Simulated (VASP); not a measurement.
Here is a VASP 6.6.1 calculation.

File INCAR:

```
PREC = Accurate
ENCUT = 520
EDIFF = 1E-7
ISMEAR = -1
SIGMA = 0.05
LREAL = F
LASPH = T
NELM = 100
ALGO = Normal
ISIF = 2
LWAVE = F
LCHARG = F
LDIPOL = T
IDIPOL = 3
DIPOL = 0.5 0.5 0.500
GGA = PE
NBANDS = 17
```

The input KPOINTS:

```
Automatic mesh
0
Gamma
  8 8 1
```

The input POSCAR:

```
Ba
1.0
    3.9100000000      0.0000000000      0.0000000000
   -1.9550000000      3.6500000000      0.0000000000
    0.0000000000      0.0000000000     20.7000000000
Ba
2
Direct
    0.0000000000      0.0000000000      0.3623188406
    0.0000000000      0.0000000000      0.6376811594
```

Potentials or basis: VASP PAW PBE potentials, release 64 (Ba_sv).

Command:

```bash
$ cat potpaw_PBE.64/Ba_sv/POTCAR > POTCAR
$ mpirun -np 1 vasp_std > vasp.out
```

(1) Estimate the band gap on the k mesh.

(2) Predict the largest force.

Results:

(1) none (metal or under the smearing width).

(2) 0.193 eV/Å.
